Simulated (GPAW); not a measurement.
# AlNi3 (Pm-3m) in GPAW: a series of runs, part 2 of 2

GPAW 26.7.0.

**5. Single point, PBEsol, collinear spin, ferromagnetic start**

Input file run.py:

```python
from ase import Atoms
from ase.dft.bandgap import bandgap
from ase.io import write
from ase.units import GPa
from gpaw import GPAW, PW, setup_paths

setup_paths.insert(0, '.')

atoms = Atoms(['Ni', 'Ni', 'Ni', 'Al'],
              cell=[[3.5230547267, 0.0, 0.0],
                    [0.0, 3.5230547267, 0.0],
                    [0.0, 0.0, 3.5230547267]],
              scaled_positions=[[0.5, 0.5, 0.0],
                                [0.5, 0.0, 0.5],
                                [0.0, 0.5, 0.5],
                                [0.0, 0.0, 0.0]],
              pbc=True)
atoms.set_initial_magnetic_moments([2.5, 2.5, 2.5, 0.0])

calc = GPAW(mode=PW(600),
            xc='PBEsol',
            kpts={'size': (8, 8, 8), 'gamma': True},
            occupations={'name': 'fermi-dirac', 'width': 0.05},
            nbands=45,
            convergence={'density': 1e-05, 'energy': 1e-05},
            maxiter=150,
            txt='gpaw.txt')
atoms.calc = calc
energy = atoms.get_potential_energy()
forces = atoms.get_forces()
stress = atoms.get_stress()
calc.write('gs.gpw')
write('result.traj', atoms)
print(f'Energy: {energy:.6f} eV')
print('Forces (eV/A):')
print(forces.round(4))
print('Stress (GPa):', (stress / GPa).round(3))
print('Moments:', calc.get_magnetic_moments().round(3))
print('Fermi level:', round(calc.get_fermi_level(), 4), 'eV')
print(f'Gap: {bandgap(calc)[0]:.4f} eV, direct: {bandgap(calc, direct=True)[0]:.4f} eV')
```

Potentials or basis: PAW data sets generated in the run's folder for this functional, pw.

Started as:

```sh
$ gpaw-setup -f PBEsol Al Ni
$ OMP_NUM_THREADS=1 python run.py
```

gpaw.txt:

```text
__  _  _
 | _ |_)|_||  |
 |__||  | ||/\| - 26.7.0

Input parameters:
  mode=PW(ecut=600.0),
  convergence={'density': 1e-05, 'energy': 1e-05},
  kpts=MonkhorstPack(size=(8, 8, 8), gamma=True),
  maxiter=150,
  nbands=45,
  occupations=Occupations(name='fermi-dirac', width=0.05),
  xc=XC(name='PBEsol')

Diagonalizing LCAO Hamiltonian
Converting LCAO to pw mode
   .--------.
  /|        |
 * |        |
 |Ni        |
 | .-Ni-----.
 |/   Ni   /
 Al-------*

Atoms  # Å, Bohr magnetons
|   | symbol |        x |        y |        z |    initial magnetic moments |
|---|--------|----------|----------|----------|-----------------------------|
| 0 |     Ni | 1.761527 | 1.761527 | 0.000000 | ( 0.0000,  0.0000,  2.5000) |
| 1 |     Ni | 1.761527 | 0.000000 | 1.761527 | ( 0.0000,  0.0000,  2.5000) |
| 2 |     Ni | 0.000000 | 1.761527 | 1.761527 | ( 0.0000,  0.0000,  2.5000) |
| 3 |     Al | 0.000000 | 0.000000 | 0.000000 | ( 0.0000,  0.0000,  0.0000) |

Unit cell  # Å
| periodic |        x |        y |        z |  lengths |    angles |
|----------|----------|----------|----------|----------|-----------|
|      yes | 3.523055 | 0.000000 | 0.000000 | 3.523055 | 90.000000 |
|      yes | 0.000000 | 3.523055 | 0.000000 | 3.523055 | 90.000000 |
|      yes | 0.000000 | 0.000000 | 3.523055 | 3.523055 | 90.000000 |

Number of symmetries: 48
Symmetry operations  # r_c * U_cc + t_c -> r_c
|    | kind |            matrix            |
|----|------|------------------------------|
|  0 |  E   |  1, 0, 0,  0, 1, 0,  0, 0, 1 |
|  1 |  σ   |  1, 0, 0,  0, 1, 0,  0, 0,-1 |
|  2 |  σ   |  1, 0, 0,  0, 0, 1,  0, 1, 0 |
|  3 |  C4  |  1, 0, 0,  0, 0, 1,  0,-1, 0 |
|  4 |  C4  |  1, 0, 0,  0, 0,-1,  0, 1, 0 |
|  5 |  σ   |  1, 0, 0,  0, 0,-1,  0,-1, 0 |
|  6 |  σ   |  1, 0, 0,  0,-1, 0,  0, 0, 1 |
|  7 |  C2  |  1, 0, 0,  0,-1, 0,  0, 0,-1 |
|  8 |  σ   |  0, 1, 0,  1, 0, 0,  0, 0, 1 |
|  9 |  C2  |  0, 1, 0,  1, 0, 0,  0, 0,-1 |
| 10 |  C3  |  0, 1, 0,  0, 0, 1,  1, 0, 0 |
| 11 |  S6  |  0, 1, 0,  0, 0, 1, -1, 0, 0 |
| 12 |  S6  |  0, 1, 0,  0, 0,-1,  1, 0, 0 |
| 13 |  C3  |  0, 1, 0,  0, 0,-1, -1, 0, 0 |
| 14 |  C4  |  0, 1, 0, -1, 0, 0,  0, 0, 1 |
| 15 |  S4  |  0, 1, 0, -1, 0, 0,  0, 0,-1 |
| 16 |  C3  |  0, 0, 1,  1, 0, 0,  0, 1, 0 |
| 17 |  S6  |  0, 0, 1,  1, 0, 0,  0,-1, 0 |
| 18 |  σ   |  0, 0, 1,  0, 1, 0,  1, 0, 0 |
| 19 |  C4  |  0, 0, 1,  0, 1, 0, -1, 0, 0 |
[... 152 lines left out ...]
  name: PBEsol with 2 nearest neighbor stencil

convergence criteria:
- Maximum integral of absolute [dens]ity change: 1e-05 electrons / valence electron
- Maximum [total energy] change in last 3 cyles: 1e-05 eV / valence electron
- Maximum integral of absolute [eigenst]ate change: 4e-08 eV^2 / valence electron
maximum number of iterations: 150

SCF iterations
|iter     | |      energy | eigst |  dens |  magmom |
|---------|-|-------------|-------|-------|---------|
|iter:   1| |  -33.688847 | +0.40 |       |  +7.4216|
|iter:   2| |  -30.637487 | -1.76 | -0.58 |  +7.0951|
|iter:   3| |  -28.482980 | -1.74 | -0.69 |  +5.4024|
|iter:   4| |  -29.200719 | -2.81 | -1.04 |  +3.7834|
|iter:   5| |  -29.658456 | -2.59 | -1.18 |  +1.4755|
|iter:   6| |  -29.702162 | -3.42 | -1.83 |  +0.5271|
|iter:   7| |  -29.710489 | -4.10 | -2.13 |  +0.6447|
|iter:   8| |  -29.712310 | -4.48 | -2.45 |  +0.6756|
|iter:   9| |  -29.712153 | -5.26 | -2.98 |  +0.6774|
|iter:  10| |  -29.712079c| -6.76 | -3.84 |  +0.6749|
|iter:  11| |  -29.712019c| -7.14 | -4.29 |  +0.6713|
|iter:  12| |  -29.712003c| -8.63c| -4.79 |  +0.6701|
|iter:  13| |  -29.711995c| -7.86c| -5.10c|  +0.6694|

Converged in 13 steps
Energy contributions relative to reference atoms: (reference = -130587.894217)

Energy contributions:
  Kinetic:          22.990798
  Coulomb:         -14.205143
  Zero:              0.227981
  External:          0.000000
  Xc:              -38.710484
  Entropy:          -0.030294
  Spinorbit:         0.000000
  ----------------------------
  Free energy:     -29.727142
  Extrapolated:    -29.711995

dipole moment: (-13.253054, -13.253054, -13.253054)  # |e|*Ang

Total magnetic moment: (0.000000, 0.000000, 0.669360)

Local magnetic moments
|        x |        y |         z |
|----------|----------|-----------|
| 0.000000 | 0.000000 |  0.245303 |  # Ni   0
| 0.000000 | 0.000000 |  0.245303 |  # Ni   1
| 0.000000 | 0.000000 |  0.245303 |  # Ni   2
| 0.000000 | 0.000000 | -0.011804 |  # Al   3

Fermi level: 8.815
Eigenvalues  # (at kpt = [0.000, 0.000, 0.000])
| band index |      eig [eV] | occ [0-1] |      eig [eV] | occ [0-1] |
|------------|---------------|-----------|---------------|-----------|
|          0 |       -54.675 |     1.000 |       -54.380 |     1.000 |
|        ... |               |           |               |           |
|         15 |         5.344 |     1.000 |         5.598 |     1.000 |
|         16 |         7.389 |     1.000 |         7.601 |     1.000 |
|         17 |         7.389 |     1.000 |         7.601 |     1.000 |
|         18 |         7.389 |     1.000 |         7.601 |     1.000 |
|         19 |         8.268 |     1.000 |         8.452 |     0.999 |
|         20 |         8.268 |     1.000 |         8.452 |     0.999 |
[... 8 lines left out ...]
|         29 |        15.600 |     0.000 |        15.697 |     0.000 |
|         30 |        16.480 |     0.000 |        16.539 |     0.000 |
|        ... |               |           |               |           |
|         44 |        34.899 |     0.000 |        34.896 |     0.000 |

No gap
No difference between direct/indirect transitions

Forces  # eV/Ang
|        x |        y |        z |
|----------|----------|----------|
|  0.00000 |  0.00000 | -0.00000 |  # Ni   0
| -0.00000 | -0.00000 |  0.00000 |  # Ni   1
| -0.00000 |  0.00000 | -0.00000 |  # Ni   2
| -0.00000 | -0.00000 |  0.00000 |  # Al   3

Stress tensor  # eV/Ang^3
|         x |         y |         z |
|-----------|-----------|-----------|
| -0.008544 |  0.000000 |  0.000000 |
|  0.000000 | -0.008544 |  0.000000 |
|  0.000000 |  0.000000 | -0.008544 |

# Writing to gs.gpw (mode='')
```

Wall time 82 s (1 thread of Arm Neoverse V2, shared host); peak memory 0.23 GiB.

What came out:

```yaml
Free_energy: -29.7271 eV
Pressure: 1.4 GPa
Band_gap_on_the_k_mesh: none (metal or under the smearing width)
Net_moment: 0.67 μB per cell
Site_moments: Ni +0.25; Al -0.01 μB
```

Levels at points of the mesh, in eV from the Fermi level:
Spin up:
| k point | band 23 | band 24 | band 25 | band 26 | band 27 | band 28 | band 29 | band 30 |
| --- | --- | --- | --- | --- | --- | --- | --- | --- |
| (0.00, 0.00, 0.00) | -0.02 | -0.02 | -0.02 | 0.76 | 0.76 | 0.76 | 6.79 | 6.79 |
| (0.50, 0.00, 0.00) | -1.21 | -1.08 | -0.49 | -0.02 | 5.61 | 5.61 | 5.70 | 5.70 |
| (0.50, 0.50, 0.00) | -1.26 | -1.00 | -0.97 | -0.59 | 0.93 | 0.93 | 8.28 | 8.28 |
| (0.50, 0.50, 0.50) | -1.08 | -1.08 | -0.41 | -0.21 | -0.21 | -0.21 | 3.71 | 4.20 |
Spin down:
```csv
k point,band 23,band 24,band 25,band 26,band 27,band 28
"(0.00, 0.00, 0.00)",0.37,0.37,0.37,0.74,0.74,0.74
"(0.50, 0.00, 0.00)",-0.98,-0.85,-0.29,0.37,5.67,5.67
"(0.50, 0.50, 0.00)",-1.13,-0.78,-0.64,-0.46,1.20,1.20
"(0.50, 0.50, 0.50)",-0.90,-0.90,-0.42,0.13,0.13,0.13
```

Caveat: the stock nickel data set gives pressures a few GPa off other programs.

**6. Single point, PBEsol, collinear spin, antiferromagnetic start**

run.py: that of step 5 with these lines changed.

```diff
@@ -17,3 +17,3 @@
               pbc=True)
-atoms.set_initial_magnetic_moments([2.5, 2.5, 2.5, 0.0])
+atoms.set_initial_magnetic_moments([2.5, -2.5, 2.5, 0.0])
```

Potentials or basis: PAW data sets generated in the run's folder for this functional, pw.

Started as:

```sh
$ gpaw-setup -f PBEsol Al Ni
$ OMP_NUM_THREADS=1 python run.py
```

It took 4.6 min on 1 thread of Arm Neoverse V2, shared host; peak memory 0.33 GiB.

It converged, with:

```yaml
Free_energy: -29.7271 eV
Pressure: 1.4 GPa
Band_gap_on_the_k_mesh: none (metal or under the smearing width)
Net_moment: 0.67 μB per cell
Site_moments: Ni +0.25; Al -0.01 μB
```

Levels at points of the mesh, in eV from the Fermi level:
Spin up:
| k point | band 22 | band 23 | band 24 | band 25 | band 26 | band 27 | band 28 | band 29 | band 30 | band 31 |
| --- | --- | --- | --- | --- | --- | --- | --- | --- | --- | --- |
| (0.00, 0.00, 0.00) | -0.23 | -0.02 | -0.02 | -0.02 | 0.76 | 0.76 | 0.76 | 6.79 | 6.79 | 7.67 |
| (0.00, 0.50, 0.00) | -1.25 | -1.21 | -1.08 | -0.49 | -0.02 | 5.61 | 5.61 | 5.70 | 5.70 | 6.57 |
| (0.50, 0.00, 0.00) | -1.25 | -1.21 | -1.08 | -0.49 | -0.02 | 5.61 | 5.61 | 5.70 | 5.70 | 6.57 |
| (0.50, 0.00, 0.50) | -1.35 | -1.26 | -1.00 | -0.97 | -0.59 | 0.93 | 0.93 | 8.28 | 8.28 | 8.48 |
| (0.50, 0.50, 0.00) | -1.35 | -1.26 | -1.00 | -0.97 | -0.59 | 0.93 | 0.93 | 8.28 | 8.28 | 8.48 |
| (0.50, 0.50, 0.50) | -1.34 | -1.08 | -1.08 | -0.41 | -0.21 | -0.21 | -0.21 | 3.71 | 4.20 | 4.20 |
Spin down:
| k point | band 22 | band 23 | band 24 | band 25 | band 26 | band 27 | band 28 | band 29 |
| --- | --- | --- | --- | --- | --- | --- | --- | --- |
| (0.00, 0.00, 0.00) | 0.04 | 0.37 | 0.37 | 0.37 | 0.74 | 0.74 | 0.74 | 6.88 |
| (0.00, 0.50, 0.00) | -0.98 | -0.98 | -0.85 | -0.29 | 0.37 | 5.67 | 5.67 | 5.76 |
| (0.50, 0.00, 0.00) | -0.98 | -0.98 | -0.85 | -0.29 | 0.37 | 5.67 | 5.67 | 5.76 |
| (0.50, 0.00, 0.50) | -1.17 | -1.13 | -0.78 | -0.64 | -0.46 | 1.20 | 1.20 | 8.33 |
| (0.50, 0.50, 0.00) | -1.17 | -1.13 | -0.78 | -0.64 | -0.46 | 1.20 | 1.20 | 8.33 |
| (0.50, 0.50, 0.50) | -1.18 | -0.90 | -0.90 | -0.42 | 0.13 | 0.13 | 0.13 | 3.81 |

Caveat: the stock nickel data set gives pressures a few GPa off other programs.

**7. Summary**

```tsv
spin	gap on the mesh (eV)	pressure (GPa)	moment (μB)
off	none	1.2	-
collinear, ferromagnetic start	none	1.4	0.67
collinear, antiferromagnetic start	none	1.4	0.67
```

Alike in all rows: task single point; level PBEsol; potentials or basis PAW data sets generated in the run's folder for this functional, pw; cell as given; k mesh 8 × 8 × 8; cutoff (eV) 600; smearing fermi-dirac 0.05 eV.

Every run on the cell as given and a fine mesh finds a metal.

Caveats: the stock nickel data set gives pressures a few GPa off other programs.

Total energies depend on the potentials used, so only differences within one code and one set of settings carry meaning.
